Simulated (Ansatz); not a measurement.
A distorted cell of NaBr (rock salt):

```yaml
crystal:
  lattice:
    - [0.00000, 5.94759, 5.94759]
    - [2.97379, 0.00000, 2.97379]
    - [2.97379, 2.97379, 0.00000]
  atoms:
    - { symbol: Br, position: [0.00000, 0.00000, 0.00000] }
    - { symbol: Br, position: [0.50000, 0.00000, 0.00000] }
    - { symbol: Na, position: [0.25000, 0.45126, 0.53147] }
    - { symbol: Na, position: [0.75000, 0.54874, 0.46853] }
```

Calculation: r2SCAN (plane waves to 500 eV, PAW, scalar-relativistic; Ansatz, an electronic-structure program). k mesh 5×10×10 (Γ-centred), Fermi-Dirac smearing 0.05 eV. Stress and pressure are positive under compression. NaBr was relaxed with its symmetry unable to fall.

Problem. What forces act on the atoms (eV/Å, Cartesian)?

Solution. 
| atom | Fx | Fy | Fz |
|---|---|---|---|
| Br1 | 0.000 | 0.000 | 0.000 |
| Br2 | 0.000 | 0.000 | 0.000 |
| Na3 | 0.069 | -0.129 | 0.212 |
| Na4 | -0.069 | 0.129 | -0.212 |

Problem. What is the stress tensor (GPa)?

Solution. 
```
   0.03     0.01    -0.07
   0.01     0.21     0.11
  -0.07     0.11     0.57
```
The pressure, a third of the trace, is 0.27 GPa.

(A displaced cell: forces are minus the slopes of the energy, force constants its curvatures, and phonons follow from these.)
